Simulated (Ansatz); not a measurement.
# B on Cu(110): change of the work function

Aim: the work function of Cu(110) at several coverages of B (hollow site), and the dipole that each adsorbate carries.

Main program and level: Ansatz 0.2.0; plane-wave DFT, PBE, Ansatz PAW.

Most raw output is cut from this account.

## 1. The structure

The cell holds 5 atoms: 5 Cu. Cell: a = 3.610 Å, b = 2.553 Å, c = 23.105 Å, α = 90.0°, β = 90.0°, γ = 90.0°. Vacuum lies along c.

## 2. The clean slab

The bare slab comes first, as the zero from which every change is counted. The two lowest layers are held at bulk places and the upper ones relax. The dipole correction removes the false field that a one-sided slab makes across the periodic vacuum, so each face gets a flat vacuum level of its own.

Input file input.yaml:

```yaml
crystal:
  lattice:
    - [3.61, 0.0, 0.0]
    - [0.0, 2.5526554801, 0.0]
    - [0.0, 0.0, 23.1053109602]
  atoms:
    - { symbol: Cu, position: [0.0, 0.0, 0.3895208342] }
    - { symbol: Cu, position: [0.5, 0.5, 0.4447604171] }
    - { symbol: Cu, position: [0.0, 0.0, 0.5] }
    - { symbol: Cu, position: [0.5, 0.5, 0.5552395829] }
    - { symbol: Cu, position: [0.0, 0.0, 0.6104791658] }
kpoints:
  mp_grid: { grid: [8, 12, 1] }
hamiltonian:
  xc: pbe
scf:
  occupations: { method: fermi_dirac, width: 0.1 }
  convergence: { dr2_threshold: 1.0e-08 }
efield:
  axis: 3
  dipole_correction: true
  ramp_position: 0.97
  ramp_width: 0.06
relax:
  f_tol: 0.02
  max_steps: 60
  constraints: [{ sites: [0, 1] }]
output:
  write_potential: true
  write_density: true
  volumetric_format: npy
```

Run with:

```bash
> ansatz run input.yaml --threads 4 --pin off --max-ram 12288MiB --backend cpu --events-out ev --progress --plain --runs-dir out
```

Wall time 28 s (4 threads of Arm Neoverse V2, shared host); peak memory 0.7 GiB; 1.8 min of CPU time.

Relaxation path:

```csv
step,energy less that of the first step (eV),largest force component (eV/Å)
1,0.0000,0.4112
2,-0.0117,0.2805
3,-0.0210,0.0052
```

Forces are held to the 4 operations that the run works with; a distortion that breaks them can't arise in this run.

The atoms that moved most (Å):

```csv
atom,dx,dy,dz,length
Cu4,0.000,0.000,0.057,0.057
Cu5,0.000,0.000,-0.055,0.055
```

The relaxed structure:

```cif
data_structure
_symmetry_space_group_name_H-M 'P 1'
_symmetry_Int_Tables_number 1
_cell_length_a 3.6100
_cell_length_b 2.5527
_cell_length_c 23.1053
_cell_angle_alpha 90.000
_cell_angle_beta 90.000
_cell_angle_gamma 90.000
_cell_volume 212.92
loop_
_atom_site_label
_atom_site_type_symbol
_atom_site_fract_x
_atom_site_fract_y
_atom_site_fract_z
_atom_site_occupancy
Cu1 Cu 0.00000 0.00000 0.38952 1
Cu2 Cu 0.50000 0.50000 0.44476 1
Cu3 Cu 0.00000 0.00000 0.49985 1
Cu4 Cu 0.50000 0.50000 0.55772 1
Cu5 Cu 0.00000 0.00000 0.60810 1
```

Numbers from this step:

- energy at zero smearing: -33124.0337 eV
- work function, upper face: 4.346 eV
- work function, lower face: 4.300 eV
- dipole along the normal: -0.002346 e·Å
- step between the vacuum levels: 0.04607 eV

Running mean over 1.276 Å of the planar mean; the ramp of the sawtooth is left out. Table of electron's electrostatic potential energy less the Fermi level by z:

```csv
z (Å),electron's electrostatic potential energy less the Fermi level (eV)
4,4.30
5,4.30
6,4.28
7,4.06
8,0.903
9,-7.51
10,-8.72
11,-8.87
12,-8.33
13,-9.33
14,-8.38
15,0.514
16,4.08
17,4.32
18,4.34
19,4.35
20,4.35
```

The relaxation took 3 steps and lowered the energy by 0.021 eV; the largest force on the free atoms ends at 0.0052 eV/Å.

The work function of the upper face is 4.35 eV.

## 3. Adsorbate added, k-mesh 4×6×1, coverage 0.25 ML

System of this step: Cu20B (B/Cu(110)). The cell holds 21 atoms: 20 Cu and 1 B. Cell: a = 7.220 Å, b = 5.105 Å, c = 23.550 Å, α = 90.0°, β = 90.0°, γ = 90.0°. Vacuum lies along c.

The clean slab as it ended is repeated in the plane and the adsorbate is set on one face; the cell's size fixes the coverage, and the k-mesh shrinks with it to keep the sampling density about even. Adsorbate and upper layers relax, since the dipole depends on the height.

Input file input.yaml:

```yaml
crystal:
  lattice:
    - [7.22, 0.0, 0.0]
    - [0.0, 5.1053109602, 0.0]
    - [0.0, 0.0, 23.5502359614]
  atoms:
    - { symbol: Cu, position: [0.0, 0.0, 0.382161776] }
    - { symbol: Cu, position: [0.25, 0.25, 0.43635774] }
    - { symbol: Cu, position: [0.0, 0.0, 0.4904084188] }
    - { symbol: Cu, position: [0.25, 0.25, 0.547183149] }
    - { symbol: Cu, position: [0.0, 0.0, 0.5966070142] }
    - { symbol: Cu, position: [0.0, 0.5, 0.382161776] }
    - { symbol: Cu, position: [0.25, 0.75, 0.43635774] }
    - { symbol: Cu, position: [0.0, 0.5, 0.4904084188] }
    - { symbol: Cu, position: [0.25, 0.75, 0.547183149] }
    - { symbol: Cu, position: [0.0, 0.5, 0.5966070142] }
    - { symbol: Cu, position: [0.5, 0.0, 0.382161776] }
    - { symbol: Cu, position: [0.75, 0.25, 0.43635774] }
    - { symbol: Cu, position: [0.5, 0.0, 0.4904084188] }
    - { symbol: Cu, position: [0.75, 0.25, 0.547183149] }
    - { symbol: Cu, position: [0.5, 0.0, 0.5966070142] }
    - { symbol: Cu, position: [0.5, 0.5, 0.382161776] }
    - { symbol: Cu, position: [0.75, 0.75, 0.43635774] }
    - { symbol: Cu, position: [0.5, 0.5, 0.4904084188] }
    - { symbol: Cu, position: [0.75, 0.75, 0.547183149] }
    - { symbol: Cu, position: [0.5, 0.5, 0.5966070142] }
    - { symbol: B, position: [0.25, 0.25, 0.617838224] }
kpoints:
  mp_grid: { grid: [4, 6, 1] }
hamiltonian:
  xc: pbe
scf:
  occupations: { method: fermi_dirac, width: 0.1 }
  convergence: { dr2_threshold: 1.0e-08 }
efield:
  axis: 3
  dipole_correction: true
  ramp_position: 0.97
  ramp_width: 0.06
relax:
  f_tol: 0.02
  max_steps: 60
  constraints: [{ sites: [0, 1, 5, 6, 10, 11, 15, 16] }]
output:
  bader: true
  dos: { projected: true, e_range: [-8, 4] }
  write_potential: true
  write_density: true
  volumetric_format: npy
  elf: true
```

Wall time 9.8 min (4 threads); peak memory 5 GiB.

Relaxation path:

```csv
step,energy less that of the first step (eV),largest force component (eV/Å)
1,0.0000,5.3294
2,-0.3702,3.6394
3,-0.9100,0.9314
4,-0.9309,0.5091
5,-0.9708,0.0262
6,-0.9713,0.0156
```

The run keeps the 4 symmetry operations that it works with, so distortions that break them were not tested.

The atoms that moved most (Å):

```csv
atom,dx,dy,dz,length
Cu10,0.207,-0.024,0.148,0.255
Cu20,-0.207,-0.024,0.148,0.255
Cu15,-0.207,0.024,0.148,0.255
Cu5,0.207,0.024,0.148,0.255
Cu19,0.000,0.000,0.238,0.238
Cu4,0.000,0.000,-0.226,0.226
Cu14,0.000,0.000,0.189,0.189
B21,0.000,0.000,0.115,0.115
```

Final coordinates:

```xyz
21
Lattice="7.2200 0.0000 0.0000 0.0000 5.1053 0.0000 0.0000 0.0000 23.5502" Properties=species:S:1:pos:R:3
Cu    0.0000    0.0000    9.0000
Cu    1.8050    1.2763   10.2763
Cu   -0.0867   -0.0092   11.6097
Cu    1.8050    1.2763   12.6607
Cu    0.2069    0.0238   14.1980
Cu    0.0000    2.5527    9.0000
Cu    1.8050    3.8290   10.2763
Cu   -0.0867    2.5618   11.6097
Cu    1.8050    3.8290   12.7729
Cu    0.2069    2.5289   14.1980
Cu    3.6100    0.0000    9.0000
Cu    5.4150    1.2763   10.2763
Cu    3.6967   -0.0092   11.6097
Cu    5.4150    1.2763   13.0749
Cu    3.4031    0.0238   14.1980
Cu    3.6100    2.5527    9.0000
Cu    5.4150    3.8290   10.2763
Cu    3.6967    2.5618   11.6097
Cu    5.4150    3.8290   13.1245
Cu    3.4031    2.5289   14.1980
B     1.8050    1.2763   14.6656
```

Numbers from this step:

```yaml
energy_at_zero_smearing: -132650.9365 eV
work_function_upper_face: 4.912 eV
work_function_lower_face: 4.468 eV
dipole_along_the_normal: -0.09061 e·Å
step_between_the_vacuum_levels: 0.4448 eV
```

Running mean over 1.276 Å of the planar mean; the ramp of the sawtooth is left out. Table of electron's electrostatic potential energy less the Fermi level by z:

```csv
z (Å),electron's electrostatic potential energy less the Fermi level (eV)
3.0,4.47
3.5,4.47
4.0,4.47
4.5,4.47
5.0,4.47
5.5,4.46
6.0,4.45
6.5,4.39
7.0,4.22
7.5,3.60
8.0,1.02
8.5,-3.77
9.0,-7.46
9.5,-8.44
10.0,-8.59
10.5,-8.36
11.0,-8.26
11.5,-8.65
12.0,-8.73
12.5,-8.40
13.0,-8.21
13.5,-8.70
14.0,-9.23
14.5,-7.22
15.0,-2.06
15.5,2.60
16.0,4.31
16.5,4.75
17.0,4.87
17.5,4.90
18.0,4.91
18.5,4.91
19.0,4.91
19.5,4.91
20.0,4.91
20.5,4.91
```

The density of states has structure finer than the step of the table below, so its rows give means over 0.25 eV, whole bins alone (the curve runs from -8 to 1.98 eV). Peaks (eV: height): -3.160: 98.6, -2.920: 89.5, -2.650: 98.8, -2.230: 96.2, -1.950: 99.8, -1.890: 108, -1.620: 112.

Table of density of states by energy, zero at the Fermi level; means over each step:

energy (eV), density of states (states/eV a cell) and a bar:
```
    -7.75          3 
    -7.50          2 
    -7.25          2 
    -7.00          2 
    -6.75          2 
    -6.50          3 
    -6.25          2 
    -6.00          6 #
    -5.75          4 #
    -5.50          7 ##
    -5.25          6 #
    -5.00         11 ###
    -4.75         17 #####
    -4.50         17 #####
    -4.25         23 #######
    -4.00         36 ############
    -3.75         41 #############
    -3.50         45 ###############
    -3.25         65 ######################
    -3.00         69 #######################
    -2.75         75 #########################
    -2.50         65 ######################
    -2.25         73 #########################
    -2.00         89 ##############################
    -1.75         88 ##############################
    -1.50         77 ##########################
    -1.25         13 ####
    -1.00          8 ##
    -0.75          8 ##
    -0.50          8 ##
    -0.25          9 ###
     0.00          7 ##
     0.25          8 ##
     0.50          8 ##
     0.75          6 #
     1.00          6 #
     1.25          6 #
     1.50          9 ##
     1.75          6 #
```

Projected DOS per atom over height of the atomic layer and energy from the Fermi level. Layers: Cu4 Cu4 Cu4 Cu3 Cu Cu4 B from below.

Values in states/eV, 22 rows by 7 columns, each cell a mean:
```
0.20 0.20 0.16 0.17 0.11 0.15 0.72
0.24 0.17 0.19 0.18 0.12 0.21 0.62
0.21 0.18 0.17 0.15 0.10 0.18 0.67
0.31 0.23 0.28 0.21 0.12 0.24 1.19
0.33 0.30 0.26 0.35 0.23 0.27 1.08
0.38 0.27 0.31 0.23 0.23 0.33 0.79
0.43 0.33 0.37 0.33 0.40 0.33 0.46
5.24 2.89 2.22 1.43 1.36 1.00 0.46
5.70 3.45 3.84 4.59 5.82 4.11 0.29
3.92 3.04 3.34 2.76 4.19 4.61 0.43
3.23 3.54 3.59 3.27 3.93 4.50 0.36
2.14 3.41 2.72 2.86 2.83 3.45 0.51
0.97 2.84 2.16 2.24 1.99 2.06 0.50
0.66 1.54 2.19 2.05 1.10 0.88 0.23
0.35 0.82 1.18 1.52 0.65 0.61 0.62
0.21 0.43 0.54 0.85 0.37 0.45 0.70
0.15 0.28 0.22 0.39 0.16 0.24 0.40
0.14 0.23 0.24 0.27 0.33 0.19 0.29
0.05 0.14 0.19 0.13 0.12 0.06 0.11
0.04 0.13 0.17 0.10 0.08 0.05 0.13
0.04 0.13 0.16 0.06 0.10 0.04 0.16
0.05 0.14 0.15 0.04 0.09 0.04 0.25
```
Columns: height of the atomic layer (Å) from 9 to 14.7 (not evenly spaced); rows upwards: energy from the Fermi level (eV) from -7.96 to 1.95.

Electrostatic potential energy in the ca plane at fractional y = 0.250, with atoms of Cu and B within 0.2 Å of it. With pseudopotentials it is smooth inside the atoms' cores, unlike the true potential.

Values in eV, 10 rows by 16 columns, each cell a mean:
```
  6   5   2   2   2   2   2   2   4   6   6   6   6   6   6   6
  6   6   4 -17 -17   2 -23 -11   5   6   6   6   6   6   6   6
  6   6   4 -33 -33   0 -41 -24   5   6   6   6   6   6   6   6
  6   5   4  -9  -9   2 -12  -4   5   6   6   6   6   6   6   6
  6   5   2   3   3   1   3   2   3   6   6   6   6   6   6   6
  6   5   2   2   3   2   2   1   2   6   6   6   6   6   6   6
  6   6   4 -17 -17  -6 -27  -4 -17   3   6   6   6   6   6   6
  6   6   4 -33 -33 -16 -46 -15 -42   1   6   6   6   6   6   6
  6   5   4  -9  -9  -2 -15  -1  -7   4   6   6   6   6   6   6
  6   5   2   3   3   1   3   1   2   6   6   6   6   6   6   6
```
Columns run along c (16.0 Å, from fractional 0.27 to 0.95 of the cell; values clipped at the 3rd and 97th percentile), rows up along a (7.2 Å). Atoms in or near the plane, at fractional coordinates: Cu at (0.44, 0.25), Cu at (0.54, 0.25), Cu at (0.44, 0.75), Cu at (0.56, 0.75), B at (0.62, 0.25).

Valence density in the ca plane at fractional y = 0.250, with atoms of Cu and B within 0.2 Å of it. It is the smooth field of the valence electrons, not physical close to the nuclei.

Values in e/Å³, 10 rows by 16 columns, each cell a mean:
```
 0  0  0  0  0  0  0  0  0  0  0  0  0  0  0  0
 0  0  0  3  3  0  4  1  0  0  0  0  0  0  0  0
 0  0  0 13 13  0 21  5  0  0  0  0  0  0  0  0
 0  0  0  1  1  0  1  1  0  0  0  0  0  0  0  0
 0  0  0  0  0  0  0  0  0  0  0  0  0  0  0  0
 0  0  0  0  0  0  0  0  0  0  0  0  0  0  0  0
 0  0  0  3  3  1  5  0  1  0  0  0  0  0  0  0
 0  0  0 13 13  2 24  1  1  0  0  0  0  0  0  0
 0  0  0  1  1  0  2  0  0  0  0  0  0  0  0  0
 0  0  0  0  0  0  0  0  0  0  0  0  0  0  0  0
```
Columns run along c (16.0 Å, from fractional 0.27 to 0.95 of the cell), rows up along a (7.2 Å). Atoms in or near the plane, at fractional coordinates: Cu at (0.44, 0.25), Cu at (0.54, 0.25), Cu at (0.44, 0.75), Cu at (0.56, 0.75), B at (0.62, 0.25).

ELF in the ca plane at fractional y = 0.250, with atoms of Cu and B within 0.2 Å of it. It is the smooth field of the valence electrons, not physical close to the nuclei.

Values, 10 rows by 16 columns, each cell a mean:
```
0.05 0.19 0.26 0.24 0.23 0.24 0.21 0.24 0.25 0.15 0.03 0.00 0.00 0.00 0.00 0.00
0.03 0.13 0.25 0.23 0.23 0.24 0.25 0.20 0.19 0.07 0.01 0.00 0.00 0.00 0.00 0.00
0.02 0.09 0.20 0.40 0.39 0.19 0.51 0.28 0.15 0.04 0.01 0.00 0.00 0.00 0.00 0.00
0.04 0.15 0.26 0.20 0.20 0.25 0.19 0.20 0.22 0.09 0.01 0.00 0.00 0.00 0.00 0.00
0.06 0.20 0.25 0.24 0.23 0.23 0.21 0.24 0.26 0.17 0.04 0.00 0.00 0.00 0.00 0.00
0.05 0.19 0.25 0.23 0.22 0.25 0.20 0.26 0.42 0.37 0.09 0.01 0.00 0.00 0.00 0.00
0.03 0.13 0.24 0.23 0.23 0.22 0.26 0.40 0.65 0.63 0.16 0.01 0.00 0.00 0.00 0.00
0.02 0.09 0.19 0.39 0.40 0.21 0.58 0.39 0.24 0.65 0.19 0.01 0.00 0.00 0.00 0.00
0.04 0.15 0.26 0.20 0.20 0.24 0.20 0.38 0.68 0.58 0.14 0.01 0.00 0.00 0.00 0.00
0.06 0.20 0.24 0.24 0.23 0.24 0.21 0.23 0.34 0.30 0.07 0.01 0.00 0.00 0.00 0.00
```
Columns run along c (16.0 Å, from fractional 0.27 to 0.95 of the cell), rows up along a (7.2 Å). Atoms in or near the plane, at fractional coordinates: Cu at (0.44, 0.25), Cu at (0.54, 0.25), Cu at (0.44, 0.75), Cu at (0.56, 0.75), B at (0.62, 0.25).

The relaxation took 6 steps and lowered the energy by 0.97 eV; the largest force on the free atoms ends at 0.016 eV/Å.

By hand: a sheet of dipoles makes a step −p/(ε₀A) in the electron's potential. With e/ε₀ = 180.95 V·Å, p = -0.09061 e·Å and A = 36.86 Å², that is −180.95 × (-0.09061) / 36.86 = +0.445 eV, and the two vacuum levels of the run differ by +0.445 eV.

The covered face has 4.91 eV, +0.57 eV against the clean one; the bare back face has moved by +0.17 eV, a measure of how thin the slab is.

## 4. Adsorbate added, k-mesh 4×6×1, coverage 0.5 ML

System of this step: Cu10B (B/Cu(110)). The cell holds 22 atoms: 20 Cu and 2 B. Its edges and angles: a = 7.220 Å, b = 5.105 Å, c = 23.550 Å, α = 90.0°, β = 90.0°, γ = 90.0°. Vacuum lies along c.

Another coverage, to see how the dipoles act on each other as their distance changes.

Changes to input.yaml since step 3:

```diff
@@ -27,2 +27,3 @@
     - { symbol: B, position: [0.25, 0.25, 0.617838224] }
+    - { symbol: B, position: [0.75, 0.75, 0.617838224] }
 kpoints:
@@ -49,2 +50 @@
   volumetric_format: npy
-  elf: true
```

Run time: 8.1 min. Hardware: 4 threads; peak memory 5 GiB.

Step by step:

```csv
step,energy less that of the first step (eV),largest force component (eV/Å)
1,0.0000,5.3049
2,-0.6845,3.5545
3,-1.3992,1.0036
4,-1.4686,0.2564
5,-1.4750,0.0090
```

The run keeps the 8 symmetry operations that it works with, so distortions that break them were not tested.

The atoms that moved most (Å):

```csv
atom,dx,dy,dz,length
Cu5,0.000,0.000,0.296,0.296
Cu10,0.000,0.000,0.296,0.296
Cu15,0.000,0.000,0.296,0.296
Cu20,0.000,0.000,0.296,0.296
Cu19,0.000,0.000,-0.129,0.129
Cu4,0.000,0.000,-0.129,0.129
B21,0.000,0.000,0.128,0.128
B22,0.000,0.000,0.128,0.128
```

The relaxed structure:

```
Cu B
1.0
     7.22000    0.00000    0.00000
     0.00000    5.10531    0.00000
     0.00000    0.00000   23.55024
Cu B
20 2
Direct
  0.00000 0.00000 0.38216
  0.25000 0.25000 0.43636
  0.00000 0.00000 0.49221
  0.25000 0.25000 0.54172
  0.00000 0.00000 0.60918
  0.00000 0.50000 0.38216
  0.25000 0.75000 0.43636
  0.00000 0.50000 0.49221
  0.25000 0.75000 0.55054
  0.00000 0.50000 0.60918
  0.50000 0.00000 0.38216
  0.75000 0.25000 0.43636
  0.50000 0.00000 0.49221
  0.75000 0.25000 0.55054
  0.50000 0.00000 0.60918
  0.50000 0.50000 0.38216
  0.75000 0.75000 0.43636
  0.50000 0.50000 0.49221
  0.75000 0.75000 0.54172
  0.50000 0.50000 0.60918
  0.25000 0.25000 0.62326
  0.75000 0.75000 0.62326
```

This step gave:

```yaml
energy_at_zero_smearing: -132805.5212 eV
work_function_upper_face: 5.243 eV
work_function_lower_face: 4.507 eV
dipole_along_the_normal: -0.1498 e·Å
step_between_the_vacuum_levels: 0.7351 eV
```

The density of states has structure finer than the step of the table below, so its rows give means over 0.25 eV, whole bins alone (the curve runs from -8 to 1.98 eV). Peaks (eV: height): -2.800: 124, -2.620: 136, -2.410: 99.9, -2.080: 105, -1.800: 104, -1.650: 116, -1.530: 125.

Density of states against energy, zero at the Fermi level; means over each step:

```csv
energy (eV),density of states (states/eV a cell)
-7.75,3.43
-7.50,2.35
-7.25,2.26
-7.00,2.09
-6.75,2.46
-6.50,3.09
-6.25,2.27
-6.00,2.00
-5.75,3.28
-5.50,10.1
-5.25,6.82
-5.00,10.2
-4.75,15.5
-4.50,22.4
-4.25,26.4
-4.00,36.1
-3.75,41.0
-3.50,38.1
-3.25,63.0
-3.00,69.6
-2.75,74.0
-2.50,78.3
-2.25,74.5
-2.00,85.1
-1.75,80.6
-1.50,82.6
-1.25,14.8
-1.00,9.70
-0.75,8.89
-0.50,7.61
-0.25,12.5
0.00,7.82
0.25,6.19
0.50,8.30
0.75,6.34
1.00,5.69
1.25,7.24
1.50,3.39
1.75,8.99
```

Projected DOS per atom over height of the atomic layer and energy from the Fermi level. Layers: Cu4 Cu4 Cu4 Cu4 Cu4B2 from below.

Ten even steps from '_' (0.02 states/eV) to '@' (5.57 states/eV), each cell a mean:
```
__________
__________
__________
__________
__________
__________
__________
@@++==::..
@@++####==
##++++==**
++****++++
--**==++==
..==--==::
..::--==..
__..::::__
______..__
______..__
__________
__________
__________
__________
__________
```
Columns: height of the atomic layer (Å) from 9 to 14.5 (not evenly spaced); rows upwards: energy from the Fermi level (eV) from -7.96 to 1.95.

The relaxation took 5 steps and lowered the energy by 1.5 eV; the largest force on the free atoms ends at 0.0090 eV/Å.

The covered face has 5.24 eV, +0.90 eV against the clean one; the bare back face has moved by +0.21 eV, a measure of how thin the slab is.

## 5. Adsorbate added, k-mesh 8×12×1, coverage 1 ML

System of this step: Cu5B (B/Cu(110)). The cell holds 6 atoms: 5 Cu and 1 B. Cell: a = 3.610 Å, b = 2.553 Å, c = 23.550 Å, α = 90.0°, β = 90.0°, γ = 90.0°. Vacuum lies along c.

input.yaml, the sections that differ from step 4:

```yaml
crystal:
  lattice:
    - [3.61, 0.0, 0.0]
    - [0.0, 2.5526554801, 0.0]
    - [0.0, 0.0, 23.5502359614]
  atoms:
    - { symbol: Cu, position: [0.0, 0.0, 0.382161776] }
    - { symbol: Cu, position: [0.5, 0.5, 0.43635774] }
    - { symbol: Cu, position: [0.0, 0.0, 0.4904084188] }
    - { symbol: Cu, position: [0.5, 0.5, 0.547183149] }
    - { symbol: Cu, position: [0.0, 0.0, 0.5966070142] }
    - { symbol: B, position: [0.5, 0.5, 0.617838224] }
kpoints:
  mp_grid: { grid: [8, 12, 1] }
relax:
  f_tol: 0.02
  max_steps: 60
  constraints: [{ sites: [0, 1] }]
output:
  bader: true
  write_potential: true
  write_density: true
  volumetric_format: npy
# hamiltonian, scf, efield: as in step 4
```

Run time: 65 s. Hardware: 4 threads; peak memory 0.73 GiB.

The steps of the relaxation:

```csv
step,energy less that of the first step (eV),largest force component (eV/Å)
1,0.0000,6.0672
2,-0.4607,4.0106
3,-0.9494,0.8768
4,-1.0496,0.2554
5,-1.0666,0.0138
```

Forces are held to the 4 operations that the run works with; a distortion that breaks them can't arise in this run.

The atoms that moved most (Å):

```csv
atom,dx,dy,dz,length
Cu5,0.000,0.000,0.640,0.640
B6,0.000,0.000,0.303,0.303
Cu4,0.000,0.000,-0.042,0.042
Cu3,0.000,0.000,0.040,0.040
```

The relaxed structure:

```cif
data_structure
_symmetry_space_group_name_H-M 'P 1'
_symmetry_Int_Tables_number 1
_cell_length_a 3.6100
_cell_length_b 2.5527
_cell_length_c 23.5502
_cell_angle_alpha 90.000
_cell_angle_beta 90.000
_cell_angle_gamma 90.000
_cell_volume 217.02
loop_
_atom_site_label
_atom_site_type_symbol
_atom_site_fract_x
_atom_site_fract_y
_atom_site_fract_z
_atom_site_occupancy
Cu1 Cu 0.00000 0.00000 0.38216 1
Cu2 Cu 0.50000 0.50000 0.43636 1
Cu3 Cu 0.00000 0.00000 0.49212 1
Cu4 Cu 0.50000 0.50000 0.54539 1
Cu5 Cu 0.00000 0.00000 0.62377 1
B6 B 0.50000 0.50000 0.63069 1
```

The relaxation took 5 steps and lowered the energy by 1.1 eV; the largest force on the free atoms ends at 0.014 eV/Å.

The covered face has 5.24 eV, +0.89 eV against the clean one; the bare back face has moved by +0.15 eV, a measure of how thin the slab is. The added atoms end 0.2 Å over the highest substrate atom on average, so this is no overlayer any more.

(Continued in part 2 of 2.)

[Logs are printed without paths, hosts, clocks, repeated set-up lines and the standing remarks that a program may print on its own settings, such as how far it seeks lower states.]

[Hosts, paths, dates, database ids (printed as entryN), source tags and the programs' standing remarks are cut or masked in the printed files.]

[Maps of the electrostatic potential energy from Ansatz leave out the sawtooth potential of an applied field or a dipole correction, so their vacuum need not be flat; planar profiles and work functions include it.]

[The density of states shown here was stored with 400 of the rows of the run's finer table, so its peaks can read low, often by over a quarter, or be missed, and its means over a window can be off by a tenth or more.]
